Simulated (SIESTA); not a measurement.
## InAs in SIESTA: the effect of pseudo set

InAs:

```
In As
1.0
     0.00000    3.01800    3.01800
     3.01800    0.00000    3.01800
     3.01800    3.01800    0.00000
In As
1 1
Direct
  0.00000 0.00000 0.00000
  0.75000 0.75000 0.75000
```

Alike in all runs:

```yaml
Program: SIESTA 5.4.2
Task: single point
Functional: PBE
Basis: DZP (energy shift 0.003 Ry; two zetas on semicore shells)
Grid_cutoff: 500 Ry
Energy_shift: 0.003 Ry
k_mesh: 8 × 8 × 8
Occupations: fermi-dirac, width 0.05 eV
Spin: no spin polarisation
```

```tsv
pseudo set	pressure (GPa)
PseudoDojo 0.4 standard	4.4
PseudoDojo 0.4 stringent	?
PseudoDojo 0.5 standard	4.4
SG15 1.2	5.1
SPMS 1.0	4.7
Ansatz NC	4.3
```

What does the run with pseudo set PseudoDojo 0.4 stringent give?

Pressure 3.7 GPa.

Caveats: the basis of atomic orbitals isn't converged, which shifts pressures, moduli and gaps; short orbitals over semicore shells can move pressures by several GPa (some runs).

The runs don't all hold the same shells in valence.
